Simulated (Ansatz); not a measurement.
Input and output of a single-point calculation on a 2-atom cell of CdS started from a crystallographic database (the PAW code Ansatz, PBE). The cell was relaxed with r2SCAN and then strained (isotropic -0.92 % on every length), with the atoms relaxed again with r2SCAN; k points keep the names of the unstrained zone.

input.yaml:
```yaml
crystal:
  lattice:
    - [0.0, 2.9121731224, 2.9121731224]
    - [2.9121731224, 0.0, 2.9121731224]
    - [2.9121731224, 2.9121731224, 0.0]
  atoms:
    - { symbol: Cd, position: [0.0, 0.0, 0.0] }
    - { symbol: S, position: [0.25, 0.25, 0.25] }
kpoints:
  mp_grid: { grid: [8, 8, 8] }
  band_path:
    path:
      - [0.0, 0.0, 0.0]
      - [-0.5, -0.5, 0.0]
      - [-0.375, -0.375, 0.25]
      - [-0.375, 0.0, 0.375]
      - [0.0, 0.0, 0.5]
      - [-0.5, -0.25, 0.25]
    npoints: 1
hamiltonian:
  xc: pbe
scf:
  occupations: { method: fermi_dirac, width: 0.02 }
  n_extra_bands: 4
output:
  forces: true
  stress: true
  eigenvalues: true
```

Run as `ansatz run input.yaml --threads 4 --pin off --max-ram 3686MiB --backend cpu --events-out ev --progress --plain --runs-dir out`. Wall time 1.4 s on 4 threads of Intel(R) Xeon(R) Platinum 8488C (Sapphire Rapids) (shared host), load about 0.5 per core; peak host memory 0.37 GiB.

Q: Predict the output.

A: Output, abridged:
```
Pseudopotential: Cd, paw, valence charge 20, recommended cutoff 420 eV (normal)
Pseudopotential: S, paw, valence charge 6, recommended cutoff 420 eV (normal)
Functional definition: PBE
Crystal: 2 atoms, lattice volume = 49.395 Å³
Basis set: ecut = 420 eV, 941 PW (Γ)
Bands: 17, of which v1, the nominal top of the filled ones, is band 13 counted from 1 (12 counted from 0)
Symmetry: 24 space group operations
Space group: F-43m (ITA 216)
k-points: 29 of 512 (time reversal used)
SCF 1 converged in 6 iterations: F = -9157.803698 eV  dr2 = 3.12e-9
Free energy (F): -9157.803698 eV
Fermi energy:    7.561837 eV
--- Forces (eV/Å), atoms counted from 1 ---
  atom   1  Cd      0.00000      0.00000      0.00000
  atom   2  S       0.00000      0.00000      0.00000
--- Stress (GPa, compression-positive) ---
        3.145546       0.000000       0.000000
        0.000000       3.145546       0.000000
        0.000000       0.000000       3.145546
  P = ⅓ Tr σ = 3.1455 GPa (31.455 kbar)
--- Band table (eV; the first three rows and the last of 29) ---
  k-point 0: bands = […, -0.7646, -0.2777, -0.2777, 6.9733, 6.9733, 6.9733, 8.1282, 13.4979, 13.4979, 13.4979]
  k-point 1: bands = […, -0.7107, -0.2788, -0.2788, 5.9496, 6.8505, 6.8505, 8.9642, 13.2403, 13.6967, 13.6967]
  k-point 2: bands = […, -0.5166, -0.2734, -0.2734, 4.4741, 6.5738, 6.5738, 9.7627, 13.2500, 14.0030, 14.0030]
  k-point 28: bands = […, -0.3176, -0.2708, 0.3595, 3.0562, 4.6910, 4.7736, 12.4008, 12.4164, 14.2058, 15.0037]
```
Iteration counts and the last digits belong to this one run.

The rows of the band table are 0: (0, 0, 0) = Γ, 1: (0, 0, 1/8), 2: (0, 0, 1/4), 28: (1/4, -1/2, -1/4) = W.

The file bands.tsv (bands near the Fermi energy, numbered from 0, rounded):
```tsv
# k_distance	band_8	band_9	band_10	band_11	band_12	band_13	band_14	band_15	band_16
# fermi_ev = 7.561837
# [0, 0, 0] at k_distance = 0.000000
# [-0.5, -0.5, 0] at k_distance = 1.078779
# [-0.375, -0.375, 0.25] at k_distance = 1.460186
# [-0.375, 0, 0.375] at k_distance = 2.120800
# [0, 0, 0.5] at k_distance = 2.781415
# [-0.5, -0.25, 0.25] at k_distance = 3.544228
# levels_relative_to = fermi_ev
0.000	-7.840	-7.840	-0.589	-0.589	-0.589	0.566	5.936	5.936	5.936
1.079	-7.751	-7.391	-4.556	-2.481	-2.481	2.961	3.772	8.621	10.208
1.460	-7.794	-7.256	-4.540	-3.135	-2.127	3.650	4.866	7.893	8.423
2.121	-7.794	-7.256	-4.540	-3.135	-2.127	3.650	4.866	7.893	8.423
2.781	-7.801	-7.456	-5.012	-1.346	-1.346	2.432	6.405	6.405	6.883
3.544	-7.833	-7.202	-4.506	-2.871	-2.788	4.839	4.855	6.644	7.442
```
In order the rows are Γ, X, U, K, L, W.

With PBE the gap is 1.15 eV and direct, at Γ. The mean pressure is +3.15 GPa (compression positive), so PBE would enlarge the cell's volume.

Calculated for a static, non-magnetic cell.

Spin-orbit coupling is left out.
